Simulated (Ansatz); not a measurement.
# Ba (Im-3m), an elastic constant from a strain scan

Theory: DFT PBE, scalar-relativistic, plane waves, PAW in Ansatz. Cutoff 420 eV, Γ-centred 14×14×14 k-points, Gaussian smearing of 0.15 eV. No spin polarisation. Energies are free energies at this smearing, counted from the undisturbed cell; pressure is positive in compression.

The undisturbed cell (as given, not relaxed at this level; it stands at 0.1 GPa):

```
Ba
1.0
    -2.50000    2.50000    2.50000
     2.50000   -2.50000    2.50000
     2.50000    2.50000   -2.50000
Ba
1
Cartesian
  0.0000 0.0000 0.0000
```

The cell is strained by ε times the Voigt pattern (1, -1, 0, 0, 0, 0) (xx, yy, zz, yz, xz, xy; engineering shear) with fractional coordinates fixed. The cell holds 1 atom in V0 = 62.50 Å³. The stress column is τ = (1/V0) dE/dε, got from the stress tensor σ (compression positive) at each point as −det(1 + εP) σ : P(1 + εP)⁻¹, with P the pattern as a tensor.

| ε | ΔE (meV/atom) | τ (GPa) |
| --- | --- | --- |
| -0.0875 | 14.931 | -0.917 |
| -0.0750 | 10.847 | -0.761 |
| -0.0625 | 7.481 | -0.622 |
| -0.0500 | 4.769 | -0.492 |
| -0.0375 | 2.677 | -0.367 |
| -0.0250 | 1.188 | -0.244 |
| -0.0125 | 0.297 | -0.122 |
| 0.0000 | 0.000 | 0.000 |
| 0.0125 | 0.297 | 0.122 |
| 0.0250 | 1.188 | 0.244 |
| 0.0375 | 2.677 | 0.367 |
| 0.0500 | 4.769 | 0.492 |
| 0.0625 | 7.481 | 0.622 |
| 0.0750 | 10.847 | 0.761 |
| 0.0875 | 14.931 | 0.917 |
| 0.1000 | ? | ? |

Problem. Which combination of elastic constants does this scan measure, and how large is it?

Solution. For small ε, τ = τ0 + Kε with K = pᵀCp, which for this pattern is 2(C11 − C12) in the cubic axes. The parabola through τ at ε = -0.0125, 0 and 0.0125 has slope K = 9.7 GPa at zero. The energies per cell, E = NΔE, of the same two points give K = 2[E(ε₊)/ε₊ − E(ε₋)/ε₋]/[(ε₊ − ε₋)V0] = 9.7 GPa, in agreement.

Problem. Predict the withheld row at ε = 0.1000 from the harmonic law, and compare.

Solution. ΔE = V0(τ0 ε + Kε²/2)/N = 19.005 meV/atom and τ = 0.97 GPa. The calculation gives 19.825 meV/atom and 1.09 GPa: the energy lies 4 % above the harmonic value.

In a metal these slopes depend on the k mesh and the smearing.